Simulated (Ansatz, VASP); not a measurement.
CdSe: VASP beside Ansatz

```
CELL_PARAMETERS angstrom
0.00000 3.04088 3.04088
3.04088 0.00000 3.04088
3.04088 3.04088 0.00000
ATOMIC_POSITIONS crystal
Cd 0.00000 0.00000 0.00000
Se 0.75000 0.75000 0.75000
```

Alike in both runs: functional PBEsol; k mesh 10 × 10 × 10; occupations gaussian, width 0.02 eV; no spin polarisation.

Ansatz relaxed the structure, and its values are those at the end. VASP's run is a single point on that final structure, the one shown.

```csv
,VASP,Ansatz
version,VASP 6.6.1,Ansatz 0.2.0
potentials or method,"VASP PAW PBE potentials, release 64 (Cd, Se)","scalar-relativistic, plane waves, PAW"
plane-wave cutoff (eV),520,420
valence electrons in the cell,18,36
```

|  | VASP | Ansatz | Ansatz less VASP |
| --- | --- | --- | --- |
| gap on the k mesh at the Fermi level (eV) | 0.48 | 0.48 | -0.002 |
| least direct gap on the mesh (eV) | 0.48 | 0.48 | -0.002 |
| pressure (GPa) | 0.3 | 0.0 | -0.34 |

With one functional, cell and mesh, what is left measures potentials, basis and numerics. The two sets of potentials don't hold the same shells in valence.

Caveats: the PAW data sets were made with another functional, which shifts forces and pressure a little (VASP).
